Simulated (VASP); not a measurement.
# Zr (Pm-3m) in VASP: notebook

The runs below take Zr through single point, with revPBE.

Program: VASP 6.6.1. These are calculated values, not measurements. Logs are shortened: lines on timing, memory, paths and dates and some standing lists are left out, and cuts for length are marked.

## (1) The structure

The structure is cubic, space group Pm-3m (No. 221). The conventional cell has a = 2.934 Å, b = 2.934 Å, c = 2.934 Å, α = 90.00°, β = 90.00°, γ = 90.00°. Zr (site symmetry m-3m) is surrounded by 6 Zr at 2.93 Å.

This isn't the form of Zr at room conditions, which is hcp.

## (2) Single point, revPBE

Contents of INCAR:

```
  ALGO = Fast
  EDIFF = 1E-6
  ENCUT = 520
  GGA = RE
  ISIF = 2
  ISMEAR = -1
  LASPH = T
  LCHARG = F
  LREAL = F
  LWAVE = F
  NBANDS = 12
  NELM = 80
  PREC = Accurate
  SIGMA = 0.1
```

Contents of KPOINTS:

```
k-points
0
Gamma
  18 18 18
```

Contents of POSCAR:

```
Zr
1.0
    2.9337025294      0.0000000000      0.0000000000
    0.0000000000      2.9337025294      0.0000000000
    0.0000000000      0.0000000000      2.9337025294
Zr
1
Direct
    0.0000000000      0.0000000000      0.0000000000
```

Potentials or basis: VASP PAW PBE potentials, release 64 (Zr_sv).

The run is started by

```sh
cat potpaw_PBE.64/Zr_sv/POTCAR > POTCAR
mpirun -np 1 vasp_std > vasp.out
```

OUTCAR:

```text
EDIFF = 1E-6
   ENCUT = 520
   GGA = RE
   ISIF = 2
   ISMEAR = -1
   LASPH = T
   LREAL = F
   NELM = 80
   PREC = Accurate

 ion  position               nearest neighbor table
   1  0.000  0.000  0.000-

  LATTYP: Found a simple cubic cell.
 ALAT       =     2.9337025294

  Lattice vectors:

 A1 = (   2.9337025294,   0.0000000000,   0.0000000000)
 A2 = (   0.0000000000,   2.9337025294,   0.0000000000)
 A3 = (   0.0000000000,   0.0000000000,   2.9337025294)

Analysis of symmetry for initial positions (statically):
=====================================================================
 Subroutine PRICEL returns:
 Original cell was already a primitive cell.

 Routine SETGRP: Setting up the symmetry group for a
 simple cubic supercell.

 Subroutine GETGRP returns: Found 48 space group operations
 (whereof 48 operations were pure point group operations)
 out of a pool of 48 trial point group operations.

The static configuration has the point symmetry O_h .

Analysis of symmetry for dynamics (positions and initial velocities):
=====================================================================
 Subroutine PRICEL returns:
 Original cell was already a primitive cell.

 Routine SETGRP: Setting up the symmetry group for a
 simple cubic supercell.

 Subroutine GETGRP returns: Found 48 space group operations
 (whereof 48 operations were pure point group operations)
 out of a pool of 48 trial point group operations.

The dynamic configuration has the point symmetry O_h .

 Subroutine INISYM returns: Found 48 space group operations
 (whereof 48 operations are pure point group operations),
 and found     1 'primitive' translations

----------------------------------------------------------------------------------------

                                     Primitive cell

  volume of cell :      25.2492

  direct lattice vectors                    reciprocal lattice vectors
     2.933702529  0.000000000  0.000000000     0.340866189  0.000000000  0.000000000
     0.000000000  2.933702529  0.000000000     0.000000000  0.340866189  0.000000000
     0.000000000  0.000000000  2.933702529     0.000000000  0.000000000  0.340866189

  length of vectors
     2.933702529  2.933702529  2.933702529     0.340866189  0.340866189  0.340866189

  position of ions in fractional coordinates (direct lattice)
     0.000000000  0.000000000  0.000000000

  ion indices of the primitive-cell ions
   primitive index   ion index
[... 81 lines left out ...]
   POTIM  = 0.5000    time-step for ionic-motion
   TEBEG  =    0.0;   TEEND  =   0.0 temperature during run
   PSTRESS=    0.0 pullay stress
   NELECT =      12.0000    total number of electrons
   NUPDOWN=      -1.0000    fix difference up-down
   EMIN   =  10.00;   EMAX   =-10.00  energy-range for DOS
   EFERMI =   0.00;   METHOD = LEGACY
   ISMEAR =    -1;   SIGMA  =   0.10  broadening in eV -4-tet -1-fermi 0-gaus
   EFERMI_NEDOS =   21; number of points for ismear=-14 and -15
   IALGO  =     68    algorithm
   IMIX   =      4    mixing-type and parameters
     AMIX     =   0.40;   BMIX     =  1.00
     AMIX_MAG =   1.60;   BMIX_MAG =  1.00
  volume/ion in A,a.u.               =      25.25       170.39
  Fermi-wavevector in a.u.,A,eV,Ry     =   1.277573  2.414264 22.207342  1.632194
  Thomas-Fermi vector in A             =   2.410165
   LORBIT       =      0    0 simple, 1 ext, 2 COOP (PROOUT), +10 PAW based schemes
   GGA     = RE    functional components
   LHFCALC =     F    Hartree Fock is set to
   AEXX    =    0.0000 exact exchange contribution
   IVDW    =     0    specifies the selected vdW correction
   LEPSILON=     F    determine dielectric tensor
   LRPA    =     F    only Hartree local field effects (RPA)
 non-spin polarized calculation
 RMM-DIIS sequential band-by-band and
  energy-cutoff  :      520.00
  volume of cell :       25.25
 maximum number of plane-waves:       705
 NGX is ok and might be reduce to    24
   NGX = 11   NGY = 11   NGZ = 11

 number of electron      12.0000000 magnetization

 Free energy of the ion-electron system (eV)
  ---------------------------------------------------
  ext. energy  EPLUGINS =         0.00000000
  ---------------------------------------------------
  free energy    TOTEN  =        -7.32622114 eV

  energy without entropy =       -7.26641554  energy(sigma->0) =       -7.29631834

 E-fermi :   7.8561     XC(G=0): -10.5631

 val. band max:        7.8539880844   @ k =   0.3889   0.1111   0.1111
 cond. band min:       7.8625408082   @ k =   0.2222   0.2222   0.1667
 fundamental gap:      0.0085527238
 Fermi energy:         7.8561489296

 k-point     1 :       0.0000    0.0000    0.0000
  band No.  band energies     occupation
      1     -40.8318      2.00000
      2     -18.2962      2.00000
      3     -18.2962      2.00000
      4     -18.2962      2.00000
      5       2.8618      2.00000
      6       6.2396      2.00000
      7       6.2396      2.00000
      8      13.2853      0.00000
      9      13.2853      0.00000
     10      13.2853      0.00000
     11      20.4840      0.00000
     12      20.4840      0.00000
[... 331 lines left out ...]
 k-point    24 :       0.3333    0.1111    0.0000
  band No.  band energies     occupation
      1     -40.7195      2.00000
      2     -19.1347      2.00000
      3     -18.3535      2.00000
      4     -18.2080      2.00000
      5       5.1390      2.00000
      6       7.0721      1.99921
      7       8.0749      0.20173
      8      10.7007      0.00000
      9      10.9775      0.00000
     10      13.0937      0.00000
     11      16.6222      0.00000
     12      21.1461      0.00000

 [... further k-points ...]

------------------------ aborting loop because EDIFF is reached ----------------------------------------

  FORCE on cell =-STRESS in cart. coord.  units (eV):
  Direction    XX          YY          ZZ          XY          YZ          ZX
  --------------------------------------------------------------------------------------
  -------------------------------------------------------------------------------------
  Total        0.0295445      0.0295445      0.0295445      0.0000000      0.0000000     -0.0000000
  in kB        1.8747330      1.8747330      1.8747330      0.0000000      0.0000000     -0.0000000
  external PRESSURE =       1.8747330 kB  Pullay stress =       0.0000000 kB

 VOLUME and BASIS-vectors are now :
 -----------------------------------------------------------------------------
  energy-cutoff  :      520.00
  volume of cell :       25.25
      direct lattice vectors                 reciprocal lattice vectors
     2.933702529  0.000000000  0.000000000     0.340866189  0.000000000  0.000000000
     0.000000000  2.933702529  0.000000000     0.000000000  0.340866189  0.000000000
     0.000000000  0.000000000  2.933702529     0.000000000  0.000000000  0.340866189

 POSITION                                       TOTAL-FORCE (eV/Angst)
 -----------------------------------------------------------------------------------
      0.00000      0.00000      0.00000         0.000000      0.000000      0.000000
 -----------------------------------------------------------------------------------
    total drift:                                0.000000      0.000000      0.000000

  FREE ENERGIE OF THE ION-ELECTRON SYSTEM (eV)
  ---------------------------------------------------
  free  energy   TOTEN  =        -7.3262211422 eV

  energy  without entropy=       -7.2664155436  energy(sigma->0) =       -7.29631834
```

stdout:

```text
POSCAR found type information on POSCAR Zr
 POSCAR found :  1 types and       1 ions
 scaLAPACK will be used
 -----------------------------------------------------------------------------
|                                                                             |
|                                                                             |
|     You enforced a specific xc type in the INCAR file but a different       |
|     I HOPE YOU KNOW WHAT YOU ARE DOING!                                     |
|                                                                             |
 -----------------------------------------------------------------------------

 LDA part: xc-table for (Slater+PW92), standard interpolation
 POSCAR, INCAR and KPOINTS ok, starting setup
 FFT: planning ... GRIDC
 FFT: planning ... GRID_SOFT
 FFT: planning ... GRID
 WAVECAR not read
 entering main loop
WARNING in EDDRMM: call to ZHEGV failed, returncode =   6  3      8
```

Run time: 37 s. Hardware: 1 thread of Intel Xeon Platinum 8488C (Sapphire Rapids), shared host; peak memory 0.18 GiB.

What came out:

| Quantity | Value |
| --- | --- |
| Free energy | -7.3262 eV |
| Pressure | 0.2 GPa |
| Band gap on the k mesh | none (metal or under the smearing width) |

Caveat: the PAW data sets were made with another functional, which shifts forces and pressure a little.

## (3) Single point, revPBE

This run uses another cell than the first one, of 23.23 Å³/atom, 0.920 times its volume.

Contents of INCAR:

```
PREC = Accurate ; ENCUT = 520
EDIFF = 1E-7 ; ISMEAR = -1
SIGMA = 0.1 ; LREAL = False
LASPH = True ; NELM = 60
ALGO = Fast ; ISIF = 2
LWAVE = False ; LCHARG = False
GGA = RE ; NBANDS = 12
```

Contents of KPOINTS:

```
regular mesh
0
Gamma
  12 12 12
```

Contents of POSCAR:

```
Zr
1.0
    2.8532862995      0.0000000000      0.0000000000
    0.0000000000      2.8532862995      0.0000000000
    0.0000000000      0.0000000000      2.8532862995
Zr
1
Direct
    0.0000000000      0.0000000000      0.0000000000
```

Potentials or basis: VASP PAW PBE potentials, release 64 (Zr_sv).

The run is started by

```sh
cat potpaw_PBE.64/Zr_sv/POTCAR > POTCAR
mpirun -np 1 vasp_std > vasp.out
```

Run time: 19 s. Hardware: 1 thread of Intel Xeon Platinum 8488C (Sapphire Rapids), shared host; peak memory 0.15 GiB.

Results (log left out):

| Quantity | Value |
| --- | --- |
| Free energy | -7.2766 eV |
| Pressure | 6.5 GPa |
| Band gap on the k mesh | none (metal or under the smearing width) |

Levels at points of the mesh, in eV from the Fermi level:
```tsv
k point	band 4	band 5	band 6	band 7	band 8	band 9
(0.00, 0.00, 0.00)	-25.93	-5.13	-1.84	-1.84	5.93	5.93
(0.50, 0.00, 0.00)	-25.80	-2.01	-0.94	0.50	2.64	2.64
(0.50, 0.50, 0.00)	-25.67	-3.31	-0.27	3.35	3.35	5.32
(0.50, 0.50, 0.50)	-26.94	-1.70	-1.70	-1.70	6.50	8.26
```

Caveat: the PAW data sets were made with another functional, which shifts forces and pressure a little.

(Continued in part 2 of 2.)
